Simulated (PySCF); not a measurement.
Compound: phenolate, C6H5O (charge -1).
Atom-mapped SMILES: `[O-:1][c:2]1[cH:3][cH:4][cH:5][cH:6][cH:7]1`

Definitions: NICS(0) = −σiso at the ring centroid; NICS(1) = −σiso and NICS(1)zz = −σzz at ±1 Å along the ring normal z. Level: GIAO PBE0/pcSseg-1 (PySCF, non-relativistic, gas phase) on the GFN2-xTB geometry, one conformer.

Ring bond lengths (Å), with Mayer bond orders in brackets: C2–C3 1.432 (1.21), C3–C4 1.372 (1.48), C4–C5 1.390 (1.38), C5–C6 1.390 (1.38), C6–C7 1.372 (1.48), C7–C2 1.432 (1.21).

Question: What do the NICS probes read (ppm)?

Answer: 
```
             ring                                              type  NICS(0)  NICS(1), two faces  NICS(1)zz, two faces  rms pucker (Å)  centre to ring atoms, mean (Å)
C2–C3–C4–C5–C6–C7  6-membered carbocycle; formal bonds all aromatic     -5.1         -7.4 / -7.4         -17.6 / -17.6            0.00                            1.40
```

Question: What do they say, and how far can they be read as aromaticity?

Answer: 
- C2–C3–C4–C5–C6–C7: mean NICS(1)zz -17.6 ppm, shielded.

Question: And the bond-length index? HOMA = 1 − mean of α(R − Ropt)² over the ring bonds, with Krygowski's 1993 parameters (CC: Ropt 1.388 Å, α 257.7 Å⁻²).

Answer: 
- C2–C3–C4–C5–C6–C7: HOMA 0.81 = 1 − EN − GEO, with mean bond length 1.398 Å, EN = α(Ropt − mean)² = 0.027 and GEO = α × variance = 0.164.

Question: What is the mean of the two in-plane components of NICS at the second NICS(1) probe listed for ring C2–C3–C4–C5–C6–C7, 1 Å off the ring?

Answer: The isotropic value is a third of the trace: (3 × -7.4 − (-17.6))/2 = -2.3 ppm.

Question: How shielded are the nuclei of the rings and their hydrogens (means over atoms taken as equivalent)?

Answer: 
| atoms | environment | σ isotropic (ppm) | principal values of the symmetric part, first atom (ppm) |
| --- | --- | --- | --- |
| C2 | aromatic carbon bearing oxygen | 7.7 | -58.8, -34.1, 115.9 |
| C3 (×2) | aromatic CH carbon | 63.5 | -19.4, 70.7, 139.3 |
| C4 (×2) | aromatic CH carbon | 55.4 | -60.2, 63.8, 162.7 |
| C5 | aromatic CH carbon | 88.3 | -2.0, 98.8, 168.0 |
| H on C3 (×2) | aromatic hydrogen | 25.82 | 23.9, 25.1, 28.5 |
| H on C4 (×2) | aromatic hydrogen | 25.14 | 22.6, 25.1, 27.7 |
| H on C5 | aromatic hydrogen | 26.60 | 24.1, 27.7, 27.9 |
